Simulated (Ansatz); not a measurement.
Tl:

```
Tl
1.0
     3.45600    0.00000    0.00000
    -1.72800    2.99298    0.00000
     0.00000    0.00000    5.52500
Tl
2
Direct
  0.66667 0.33333 0.75000
  0.33333 0.66667 0.25000
```

Program: Ansatz 0.2.0. Alike in all runs: potentials or basis all-electron LAPW, scalar-relativistic; cell as given; smearing fermi-dirac 0.05 eV.

**Question.** Order these runs on this cell by their pressure, lowest first.
A. level PBEsol; spin off; k mesh 7 × 7 × 4; cutoff (eV) 167; basis error allowed 0.001 eV/atom
B. level LDA; spin off; k mesh 9 × 9 × 5; cutoff (eV) 167; basis error allowed 0.001 eV/atom
C. level revPBE; spin off; k mesh 9 × 9 × 5; cutoff (eV) 167; basis error allowed 0.001 eV/atom
D. level PBE-LYP; spin collinear, antiferromagnetic start; k mesh 9 × 9 × 5; cutoff (eV) 180; basis error allowed 0.0005 eV/atom

**Answer.** B (-1.6 GPa), A (0.1 GPa), C (4.8 GPa), D (7.4 GPa).

Caveats: the k mesh is thin for a metal, which can move the energy by tens of meV per atom (some runs).

Not every run made on this cell is shown here.
